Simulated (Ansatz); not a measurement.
# Bands of Se

```
Se
1.0
     4.36620    0.00000    0.00000
    -2.18310    3.78124    0.00000
     0.00000    0.00000    4.95360
Se
3
Direct
  0.22540 0.00000 0.33333
  0.00000 0.22540 0.66667
  0.77460 0.77460 0.00000
```

Atom numbers follow the list: Se1, Se2, Se3.

The cell is COD entry 9012501, as deposited and not checked against the literature; nothing was relaxed.

All numbers below come from Ansatz 0.2.0, DFT, PBE, all-electron LAPW, scalar-relativistic.

Settings: a Γ-centred 6×6×5 k mesh, Fermi–Dirac smearing of 0.03 eV, basis error target 1 meV/atom, no spin polarisation.

Points in fractions of the reciprocal vectors of this cell: Γ (0, 0, 0), M (0.5, 0, 0), K (0.333, 0.333, 0), A (0, 0, 0.5), L (0.5, 0, 0.5), H (0.333, 0.333, 0.5). The path joins them by straight lines in the order Γ–M–K–Γ–A–L–H–A–L; legs that retrace an earlier one aren't tabulated. Energies are in eV from the top of the valence band.

Is there a gap, and where are the band edges?

1.03 eV, indirect from L (0.5, 0, 0.5) to H (0.333, 0.333, 0.5).

List the levels between -14 and 7 eV at the symmetry points.


Γ: -11.74 (×2), -3.85 (×2), -3.77, -2.06 (×2), -0.42, 1.88 (×2), 2.16, 6.16, 6.50 (×2)
M: -12.24, -11.69, -5.15, -4.72, -3.46, -2.91, -1.79, -1.01, 1.93, 2.32, 4.10, 5.27
K: -12.01 (×2), -4.99 (×2), -2.83 (×2), -2.71, -1.64, 3.06 (×2), 3.72, 5.89
A: -9.49, -4.87, -3.40 (×2), -1.56 (×2), -1.14, 1.21 (×2), 1.28, 6.27
L: -10.56, -5.91, -4.44, -4.25, -1.93, -1.39, 0.00, 1.65, 2.71, 2.96, 6.26
H: -10.65, -5.75, -4.96 (×2), -1.00, -0.23 (×2), 1.03, 2.71 (×2), 6.66

Kohn–Sham gaps of semilocal functionals usually fall short of measured ones.
